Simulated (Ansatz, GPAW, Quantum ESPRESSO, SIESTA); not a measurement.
One calculation of Rh, 6 ways

```xyz
1
Lattice="0.0000 1.8979 1.8979 1.8979 0.0000 1.8979 1.8979 1.8979 0.0000" Properties=species:S:1:pos:R:3 pbc="T T T"
Rh    0.0000    0.0000    0.0000
```

Alike in all runs: task band structure; functional PBE; k mesh 12 × 12 × 12; occupations fermi-dirac, width 0.05 eV; no spin polarisation; no spin-orbit coupling. Pressure is positive in compression and, in plane waves, holds the error of the finite cutoff.

```csv
program and potentials,plane-wave cutoff (eV),notes,pressure (GPa)
"Quantum ESPRESSO, PseudoDojo 0.4 SR PBE stringent",1197,17 valence electrons an atom on average,7.66
"Quantum ESPRESSO, SG15 PBE 1.2",952,17 valence electrons an atom on average,7.29
"SIESTA, files PseudoDojo sr-pbe-0.4.1-standard, DZP (energy shift 0.003 Ry; two zetas on semicore shells)",-,atomic basis; 17 valence electrons an atom on average,11.76
"Ansatz, all-electron LAPW, scalar-relativistic",-,-,7.24
"GPAW, PAW data sets generated for this functional",600,15 valence electrons an atom on average,9.26
"GPAW, GPAW PAW data sets (gpaw-data 1.2.1)",600,15 valence electrons an atom on average,9.26
```

The pressure spans 7.24 (Ansatz, all-electron LAPW, scalar-relativistic) to 11.76 GPa (SIESTA, files PseudoDojo sr-pbe-0.4.1-standard, DZP (energy shift 0.003 Ry; two zetas on semicore shells)), with all-electron results at 7.24. Rows in atomic bases carry the error of their basis and grid, which can be large.

Differences between rows come from potentials, basis sets and numerical settings, since the functional is the same but for its coding. Runs on potential files found faulty are left out.
